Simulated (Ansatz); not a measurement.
Runs of Ansatz 0.2.0 on TiB2. It takes space group P6/mmm (No. 191, hexagonal). Conventional cell: a = 3.029 Å, b = 3.029 Å, c = 3.228 Å, α = 90.00°, β = 90.00°, γ = 120.00°. Ti (site symmetry 6/mmm) is surrounded by 12 B at 2.38 Å. Around B (site symmetry -6m2) lie 3 B at 1.75 Å. 

```tsv
task	potentials or basis	k mesh	cutoff (eV)	smearing	basis error allowed	mesh quality	gap on the mesh (eV)	pressure (GPa)
elastic constants	all-electron LAPW, scalar-relativistic	8 × 8 × 6	297	fermi-dirac 0.05 eV	0.002 eV/atom	coarse	none	(a)
density of states	all-electron PAW datasets made for the crystal	10 × 10 × 8	360	fermi-dirac 0.05 eV	-	not flagged	none	-5.1
phonons	all-electron LAPW, scalar-relativistic	10 × 10 × 8	297	fermi-dirac 0.05 eV	0.002 eV/atom	not flagged	none	-
single point	all-electron LAPW, scalar-relativistic	6 × 6 × 5	282	fermi-dirac 0.03 eV	0.002 eV/atom	coarse	none	-4.9
```

Alike in all rows: level PBEsol; no spin polarisation; cell as given.

Fill in the values left out.

(a) -5.2.

Caveats: some runs use coarse meshes; the k mesh is thin for a metal, which can move the energy by tens of meV per atom (some runs); a metal's response needs a denser mesh (some runs); the cell is more than 3 GPa from zero pressure, which shifts response properties (some runs); elastic constants of metals need much finer meshes, so these are rough (some runs); the program warned that the printed levels may be off, so bands, gaps and densities of states are rough (some runs).

A gap of «none» marks a metal or a gap under the smearing width.

The runs don't all hold the same shells in valence.
